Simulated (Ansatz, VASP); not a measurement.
# CdS in VASP and in Ansatz

```xyz
2
Lattice="4.2612 0.0000 0.0000 -2.1306 3.6903 0.0000 0.0000 0.0000 5.8042" Properties=species:S:1:pos:R:3 pbc="T T T"
Cd    0.0000    0.0000    2.5695
S     2.1306    1.2301    2.5208
```

Measurements of this composition are mostly on another form, of space group No. 186.

Alike in both runs: task single point; functional LDA; k mesh 6 × 6 × 4; no spin polarisation.

```csv
,VASP,Ansatz
version,VASP 6.6.1,Ansatz 0.2.0
potentials or method,"VASP PAW LDA potentials, release 64 (Cd, S)","plane waves, PAW"
plane-wave cutoff (eV),520,420
occupations,"gaussian, width 0.01 eV",fixed
valence electrons in the cell,18,26
```

```tsv
	VASP	Ansatz	Ansatz less VASP
gap on the k mesh at the Fermi level (eV)	1.27	1.24	-0.030
```

The two sets of potentials don't hold the same shells in valence.

A k mesh can miss the band edges. A hybrid or GW would open this gap; LDA tends to underestimate it.
